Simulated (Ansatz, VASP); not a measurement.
## RbBr: VASP beside Ansatz

INCAR

```
SYSTEM = RbBr
PREC = Accurate
ENCUT = 520
EDIFF = 1E-6
ISMEAR = -1
SIGMA = 0.05
LREAL = .False.
LASPH = .True.
NELM = 80
ALGO = Normal
ISIF = 2
LWAVE = .False.
LCHARG = .True.
GGA = PE
LELF = .True.
LVHAR = .True.
NBANDS = 15
```

KPOINTS

```
Automatic mesh
0
Gamma
  9 9 9
  0 0 0
```

File POSCAR:

```
RbBr
1.0
    0.0000000000      3.5365943474      3.5365943474
    3.5365943474      0.0000000000      3.5365943474
    3.5365943474      3.5365943474      0.0000000000
Rb Br
1 1
Direct
    0.0000000000      0.0000000000      0.0000000000
    0.5000000000      0.5000000000      0.5000000000
```

Input for Ansatz:

```yaml
crystal:
  lattice:
    - [0.0, 3.5365943474, 3.5365943474]
    - [3.5365943474, 0.0, 3.5365943474]
    - [3.5365943474, 3.5365943474, 0.0]
  atoms:
    - { symbol: Rb, position: [0.0, 0.0, 0.0] }
    - { symbol: Br, position: [0.5, 0.5, 0.5] }
kpoints:
  mp_grid: { grid: [9, 9, 9] }
scf:
  occupations: { method: fermi_dirac, width: 0.05 }
hamiltonian:
  xc: pbe
  pseudopotentials: { kind: all_electron, lapw: { basis_error: 0.001 } }
output:
  forces: true
  stress: true
  eigenvalues: true
```

Change from the starting cell: volume scaled by 1.025.

Alike in both runs: task single point; functional PBE; k mesh 9 × 9 × 9; occupations fermi-dirac, width 0.05 eV; no spin polarisation.

|  | VASP | Ansatz |
| --- | --- | --- |
| version | VASP 6.6.1 | Ansatz 0.2.0 |
| potentials or method | VASP PAW PBE potentials, release 64 (Rb_sv, Br) | all-electron LAPW, scalar-relativistic |
| plane-wave cutoff (eV) | 520 | see its input |

Ansatz gave:

- gap on the k mesh at the Fermi level (eV): 4.14
- pressure (GPa): -0.3

Task: Which values does VASP return?

Result: gap on the k mesh at the Fermi level (eV): 4.13; pressure (GPa): -0.2.

Ansatz ran all-electron here, so the differences hold the error of VASP's frozen core and of both bases.

Caveats: an odd mesh through Γ misses points on the zone boundary, where band edges often lie.
